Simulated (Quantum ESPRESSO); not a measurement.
# Dielectric function and optical constants of AgBr

Wanted: where AgBr starts to absorb, how strongly, and its refractive index. The cell comes from an older database entry, whose edges can differ from later determinations, mostly by under a per cent.

Calculated with Quantum ESPRESSO 7.5; DFT, PBE, plane waves with norm-conserving potentials (PseudoDojo), scalar-relativistic, independent-particle optical response without local fields and without the non-local commutator.

This account leaves out most program logs.

The database entry behind the starting cell differs from later determinations by our own check (about 0.6 % short of the room-temperature cell), so it need not match the best structure at ambient conditions.

### Step 1. The starting structure

The structure is cubic, space group Fm-3m (No. 225). The conventional cell has a = 5.740 Å, b = 5.740 Å, c = 5.740 Å, α = 90.00°, β = 90.00°, γ = 90.00°. Ag has 6 Br at 2.87 Å nearest. Nearest to Br lie 6 Ag at 2.87 Å. Farther neighbours and most contacts between anions are not listed.

### Step 2. Ground state

The self-consistent density comes first; it also tells whether there is a gap, which decides the occupations and the need for a Drude term.

This step: DFT, PBE, plane waves with norm-conserving potentials (PseudoDojo), scalar-relativistic, ground state (Quantum ESPRESSO 7.5).

scf.in reads:

```
&control
  calculation = 'scf'
  prefix = 'x'
  outdir = './tmp'
  pseudo_dir = './'
  verbosity = 'high'
/
&system
  ibrav = 0
  nat = 2
  ntyp = 2
  ecutwfc = 90
  occupations = 'smearing'
  smearing = 'fd'
  degauss = 0.003675
  nbnd = 17
/
&electrons
  conv_thr = 1e-09
  electron_maxstep = 100
/
ATOMIC_SPECIES
  Ag 1.0 Ag.upf
  Br 1.0 Br.upf
CELL_PARAMETERS angstrom
  0.000000000000 2.870150000000 2.870150000000
  2.870150000000 0.000000000000 2.870150000000
  2.870150000000 2.870150000000 0.000000000000
ATOMIC_POSITIONS crystal
  Ag 0.000000000000 0.000000000000 0.000000000000
  Br 0.500000000000 0.500000000000 0.500000000000
K_POINTS automatic
  7 7 7 0 0 0
```

Launch:

```
mpirun -n 4 pw.x -nk 4 -in scf.in
```

Wall time 6.2 s (4 MPI ranks of Arm Neoverse V2, shared host); peak memory 0.08 GiB.

Read-outs, printed or worked out from the files:

| Item | Value |
| --- | --- |
| total energy | -341.5 Ry |
| gap on the k-mesh | 0.7452 eV |
| direct gap on the mesh | 2.605 eV |

There is a gap, 0.75 eV on this mesh (points off the mesh can give less), so no carriers' term is needed.

### Step 3. Ground state with the final occupations

With the gap or the metal settled, the ground state is repeated with the fitting occupations, and the later steps take its density.

Changes to scf.in since step 2:

```diff
@@ -12,6 +12,3 @@
   ecutwfc = 90
-  occupations = 'smearing'
-  smearing = 'fd'
-  degauss = 0.003675
-  nbnd = 17
+  occupations = 'fixed'
 /
```

Launch:

```
mpirun -n 4 pw.x -nk 4 -in scf.in
```

It took 5.7 s on 4 MPI ranks; peak memory 0.08 GiB.

### Step 4. Bands on the whole mesh, 10×10×10

The response needs many more empty bands than the density does.

This step: DFT, PBE, plane waves with norm-conserving potentials (PseudoDojo), scalar-relativistic, bands at fixed density (Quantum ESPRESSO 7.5).

nscf.in, as its differences from scf.in of step 3:

```diff
@@ -1,3 +1,3 @@
 &control
-  calculation = 'scf'
+  calculation = 'nscf'
   prefix = 'x'
@@ -5,3 +5,2 @@
   pseudo_dir = './'
-  verbosity = 'high'
 /
@@ -13,2 +12,5 @@
   occupations = 'fixed'
+  nbnd = 33
+  nosym = .true.
+  noinv = .true.
 /
@@ -17,2 +19,3 @@
   electron_maxstep = 100
+  diago_full_acc = .true.
 /
@@ -29,2 +32,2 @@
 K_POINTS automatic
-  7 7 7 0 0 0
+  10 10 10 0 0 0
```

Launch:

```
mpirun -n 4 pw.x -nk 4 -in nscf.in
```

The job ended after 6.7 min (4 MPI ranks; peak memory 0.07 GiB).

### Step 5. Dielectric function

With the density converged, the vertical transitions are summed over the zone.

This step: DFT, PBE, plane waves with norm-conserving potentials (PseudoDojo), scalar-relativistic, independent-particle optical response without local fields and without the non-local commutator (Quantum ESPRESSO 7.5).

epsilon.in reads:

```
&inputpp
  prefix = 'x'
  outdir = './tmp'
  calculation = 'eps'
/
&energy_grid
  smeartype = 'gauss'
  intersmear = 0.2
  wmin = 0.0
  wmax = 22
  nw = 500
/
```

Launch:

```
mpirun -n 4 epsilon.x -nk 4 -in epsilon.in
```

Wall time 2.9 s (4 MPI ranks); peak memory 0.05 GiB; 8.6 s of CPU time.

Numbers from this step:

| Item | Value |
| --- | --- |
| electronic dielectric constant ε∞, mean over x, y and z (by symmetry where fewer were run) | 6.358 |
| main peak of Im epsilon, first axis | 4.407 eV |

Some rows of epsi_x.dat:

```text
# energy grid [eV]     epsi_x  epsi_y  epsi_z
#
    0.176352705    0.007268120    0.007268120    0.007268120
    1.234468938    0.062011164    0.062011160    0.062011160
    2.292585170    0.276886032    0.276886024    0.276886023
    3.350701403    3.217091386    3.217091376    3.217091374
    4.408817635   13.538461956   13.538461942   13.538461940
    5.466933868    4.436598750    4.436598732    4.436598730
    6.525050100    3.711531502    3.711531480    3.711531478
    7.583166333    5.462670480    5.462670454    5.462670451
    8.641282565    4.394684135    4.394684105    4.394684101
    9.699398798    4.159544690    4.159544653    4.159544649
   10.757515030    2.999454556    2.999454515    2.999454510
   11.815631263    2.144230031    2.144229983    2.144229978
   12.873747495    1.285567886    1.285567831    1.285567824
   13.931863727    1.008508451    1.008508388    1.008508380
   14.989979960    1.169894497    1.169894425    1.169894416
   16.048096192    0.989916614    0.989916530    0.989916520
   17.106212425    0.926062716    0.926062620    0.926062609
   18.164328657    0.963184596    0.963184483    0.963184471
   19.222444890    0.728016080    0.728015948    0.728015934
   20.280561122    0.695581697    0.695581541    0.695581526
   21.338677355    0.526396181    0.526395995    0.526395979
```

The Im ε, any direction has structure finer than the step of the table below, so its rows give means over 1 eV, whole bins alone (the curve runs from 0 to 22 eV). Peaks (eV: height): 4.4: 13.5, 4.8: 11.2, 6.3: 5.91, 7.9: 5.67.

Values under the direct gap are tails of Lorentzian lines. Im ε, any direction against photon energy; means over each step:

photon energy (eV), Im ε, any direction and a bar:
```
        1        0.0 
        2        0.2 #
        3        2.1 ########
        4        7.9 ##############################
        5        7.7 #############################
        6        4.9 ###################
        7        3.9 ###############
        8        5.0 ###################
        9        4.1 ###############
       10        4.1 ################
       11        3.0 ###########
       12        2.1 ########
       13        1.1 ####
       14        1.1 ####
       15        1.1 ####
       16        1.0 ####
       17        1.0 ####
       18        1.0 ####
       19        0.9 ###
       20        0.8 ###
       21        0.6 ##
```

Re ε, any direction against photon energy:

| photon energy (eV) | Re ε, any direction |
| --- | --- |
| 0 | 6.36 |
| 1 | 6.58 |
| 2 | 7.47 |
| 3 | 8.92 |
| 4 | 11.0 |
| 5 | -1.11 |
| 6 | 1.73 |
| 7 | 2.42 |
| 8 | 0.735 |
| 9 | 0.378 |
| 10 | 0.140 |
| 11 | -0.512 |
| 12 | -0.914 |
| 13 | -0.556 |
| 14 | -0.156 |
| 15 | 0.303 |
| 16 | 0.156 |
| 17 | 0.325 |
| 18 | 0.165 |
| 19 | 0.0515 |
| 20 | 0.169 |
| 21 | 0.185 |
| 22 | 0.225 |

The loss function −Im 1/ε at q → 0, any direction has structure finer than the step of the table below, so its rows give means over 0.5 eV, whole bins alone (the curve runs from 0 to 22 eV). Peaks (eV: height): 13.40: 1.10, 14.15: 1.11, 16.05: 0.982, 16.84: 1.07, 19.13: 1.32, 21.29: 1.56.

Values under the direct gap are tails of Lorentzian lines. Loss function −Im 1/ε at q → 0, any direction against energy loss; means over each step:

energy loss (eV), loss function −Im 1/ε at q → 0, any direction and a bar:
```
      0.5       0.00 
      1.0       0.00 
      1.5       0.00 
      2.0       0.00 
      2.5       0.01 
      3.0       0.02 #
      3.5       0.03 #
      4.0       0.05 #
      4.5       0.07 ##
      5.0       0.14 ###
      5.5       0.18 ####
      6.0       0.18 ####
      6.5       0.22 #####
      7.0       0.19 ####
      7.5       0.16 ###
      8.0       0.19 ####
      8.5       0.21 #####
      9.0       0.26 #####
      9.5       0.24 #####
     10.0       0.25 #####
     10.5       0.25 #####
     11.0       0.31 #######
     11.5       0.34 #######
     12.0       0.38 ########
     12.5       0.49 ##########
     13.0       0.68 ###############
     13.5       0.91 ###################
     14.0       0.98 #####################
     14.5       0.93 ####################
     15.0       0.86 ##################
     15.5       0.88 ###################
     16.0       0.96 ####################
     16.5       0.90 ###################
     17.0       0.99 #####################
     17.5       0.87 ##################
     18.0       0.90 ###################
     18.5       0.93 ####################
     19.0       1.11 ########################
     19.5       1.08 #######################
     20.0       1.17 #########################
     20.5       1.31 ############################
     21.0       1.41 ##############################
     21.5       1.35 #############################
```

Refractive index n and extinction k against photon energy:

| photon energy (eV) | n | k |
| --- | --- | --- |
| 0.0 | 2.52 | 0 |
| 0.5 | 2.53 | 0.00418 |
| 1.0 | 2.56 | 0.00910 |
| 1.5 | 2.63 | 0.0161 |
| 2.0 | 2.73 | 0.0292 |
| 2.5 | 2.96 | 0.102 |
| 3.0 | 3.01 | 0.387 |
| 3.5 | 3.28 | 0.647 |
| 4.0 | 3.56 | 1.28 |
| 4.5 | 2.69 | 2.06 |
| 5.0 | 1.76 | 2.05 |
| 5.5 | 1.89 | 1.22 |
| 6.0 | 1.75 | 1.16 |
| 6.5 | 1.48 | 1.33 |
| 7.0 | 1.86 | 1.01 |
| 7.5 | 2.09 | 1.27 |
| 8.0 | 1.71 | 1.48 |
| 8.5 | 1.60 | 1.40 |
| 9.0 | 1.48 | 1.34 |
| 9.5 | 1.52 | 1.35 |
| 10.0 | 1.42 | 1.37 |
| 10.5 | 1.23 | 1.63 |
| 11.0 | 1.15 | 1.35 |
| 11.5 | 0.909 | 1.39 |
| 12.0 | 0.883 | 1.30 |
| 12.5 | 0.602 | 1.18 |
| 13.0 | 0.587 | 0.949 |
| 13.5 | 0.729 | 0.717 |
| 14.0 | 0.640 | 0.752 |
| 14.5 | 0.813 | 0.672 |
| 15.0 | 0.873 | 0.678 |
| 15.5 | 0.846 | 0.705 |
| 16.0 | 0.775 | 0.666 |
| 16.5 | 0.885 | 0.647 |
| 17.0 | 0.788 | 0.544 |
| 17.5 | 0.846 | 0.607 |
| 18.0 | 0.800 | 0.689 |
| 18.5 | 0.832 | 0.593 |
| 19.0 | 0.707 | 0.669 |
| 19.5 | 0.762 | 0.588 |
| 20.0 | 0.714 | 0.584 |
| 20.5 | 0.695 | 0.493 |
| 21.0 | 0.654 | 0.492 |
| 21.5 | 0.705 | 0.375 |
| 22.0 | 0.684 | 0.493 |

The reflectivity at normal incidence, any direction has structure finer than the step of the table below, so its rows give means over 1 eV, whole bins alone (the curve runs from 0 to 22 eV). Peaks (eV: height): 4.4: 42.0, 4.8: 42.3, 6.4: 30.8, 10.6: 36.4, 11.6: 35.8, 12.4: 40.5, 12.9: 34.7.

The reflectivity at normal incidence, any direction by photon energy; means over each step:

photon energy (eV), reflectivity at normal incidence, any direction (%) and a bar from the least value:
```
        1       19.3 ##########
        2       21.8 #############
        3       26.6 ###################
        4       34.5 #############################
        5       34.5 #############################
        6       25.4 ##################
        7       20.0 ###########
        8       26.9 ####################
        9       25.7 ##################
       10       28.6 ######################
       11       33.4 ############################
       12       35.3 ##############################
       13       30.7 ########################
       14       18.3 #########
       15       13.5 ###
       16       12.9 ##
       17       11.3 
       18       11.5 #
       19       12.7 ##
       20       12.5 ##
       21       10.9
```

At chosen wavelengths:

| wavelength (nm) | n | k | R (%) | 1/α |
| --- | --- | --- | --- | --- |
| 1550 | 2.55 | 0.007 | 19.0 | 18 µm |
| 1064 | 2.58 | 0.011 | 19.5 | 7.6 µm |
| 800 | 2.63 | 0.017 | 20.2 | 3.8 µm |
| 532 | 2.86 | 0.054 | 23.2 | 789 nm |
| 308 | 3.48 | 1.358 | 36.5 | 18 nm |
| 248 | 1.76 | 2.051 | 40.4 | 9.6 nm |
| 193 | 1.61 | 1.537 | 29.8 | 10.0 nm |

Below the direct gap, k and the depth come from the tails of the Lorentzian lines, not from transitions.

Rows near the edge hang on the gap, which this functional as a rule makes too small, and phonon-assisted absorption is left out.

### Step 6. Outcome

* electronic dielectric constant ε∞, mean over x, y and z (by symmetry where fewer were run) (independent particles): 6.36
* main peak of Im epsilon, first axis: 4.41 eV

What this shows: At this level (PBE, independent particles) AgBr has ε∞ = 6.36 and n = 2.55 at 1550 nm, and Im ε peaks at 4.4 eV. Distinct maxima of Im ε, read by a parabola through the highest points, lie at 4.04 eV (9.6), 4.41 eV (14), 4.79 eV (11) and 5.22 eV (6.0). Excitons and phonon-assisted transitions are missing, and so are local fields; PBE gaps are as a rule too small, which pulls the onset down and ε∞ up. epsilon.x leaves out the commutator of the non-local potential, so its intensities are off, as a rule too high. The sum runs over mesh points, so small or evenly spaced maxima can still be ripples of the mesh.

[Machine, clock, banner and «Message from routine» lines are left out of the logs.]

[Logs are printed without paths, hosts, clocks, repeated set-up lines and the standing remarks that a program may print on its own settings, such as how far it seeks lower states.]

[Hosts, paths, dates, database ids (printed as entryN), source tags and the programs' standing remarks are cut or masked in the printed files.]
